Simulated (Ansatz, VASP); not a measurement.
**InSb: VASP beside Ansatz**

The input POSCAR:

```
InSb
1.0
    0.0000000000      3.4575905712      3.4575905712
    3.4575905712      0.0000000000      3.4575905712
    3.4575905712      3.4575905712      0.0000000000
In Sb
1 1
Direct
    0.0000000000      0.0000000000      0.0000000000
    0.2500000000      0.2500000000      0.2500000000
```

INCAR.step1

```
PREC = Accurate
ENCUT = 520
ISMEAR = -1
SIGMA = 0.02
LREAL = F
LASPH = T
NELM = 100
NBANDS = 16
GGA = PE
ALGO = Normal
EDIFF = 1E-4
LWAVE = T
LCHARG = F
```

INCAR.step2

```
PREC = Accurate
ENCUT = 520
EDIFF = 1E-6
ISMEAR = -1
SIGMA = 0.02
LREAL = F
LASPH = T
NELM = 100
ALGO = Normal
ISIF = 2
LWAVE = F
LCHARG = T
METAGGA = R2SCAN
LMIXTAU = T
LELF = T
LVHAR = T
NBANDS = 16
ISTART = 1
```

Contents of KPOINTS:

```
regular mesh
0
Gamma
  6 6 6
```

Input for Ansatz:

```yaml
crystal:
  lattice:
    - [0.0, 3.4575905712, 3.4575905712]
    - [3.4575905712, 0.0, 3.4575905712]
    - [3.4575905712, 3.4575905712, 0.0]
  atoms:
    - { symbol: In, position: [0.0, 0.0, 0.0] }
    - { symbol: Sb, position: [0.25, 0.25, 0.25] }
kpoints:
  mp_grid: { grid: [6, 6, 6] }
  band_path:
    path:
      - [0.0, 0.0, 0.0]
      - [-0.5, -0.5, 0.0]
      - [-0.375, -0.375, 0.25]
      - [-0.375, 0.0, 0.375]
      - [0.0, 0.0, 0.5]
      - [-0.5, -0.25, 0.25]
    npoints: 1
hamiltonian:
  xc: r2scan
scf:
  occupations: { method: fermi_dirac, width: 0.02 }
  n_extra_bands: 4
output:
  forces: true
  stress: true
  eigenvalues: true
```

Change from the starting cell: hydrostatic strain +5.4%.

Alike in both runs: task single point; functional r2SCAN; k mesh 6 × 6 × 6; occupations fermi-dirac, width 0.02 eV; no spin polarisation.

|  | VASP | Ansatz |
| --- | --- | --- |
| version | VASP 6.6.1 | Ansatz 0.2.0 |
| potentials or method | VASP PAW PBE potentials, release 64 (In_d, Sb) | plane waves, PAW |
| plane-wave cutoff (eV) | 520 | 500 |
| valence electrons in the cell | 18 | 28 |

|  | VASP | Ansatz | Ansatz less VASP |
| --- | --- | --- | --- |
| pressure (GPa) | -4.7 | -4.7 | +0.02 |

With one functional, cell and mesh, what is left measures potentials, basis and numerics. The two sets of potentials don't hold the same shells in valence.

Caveats: the PAW data sets were made with another functional, which shifts forces and pressure a little (VASP). The runs have no spin-orbit coupling, so splittings on Sb are missing.
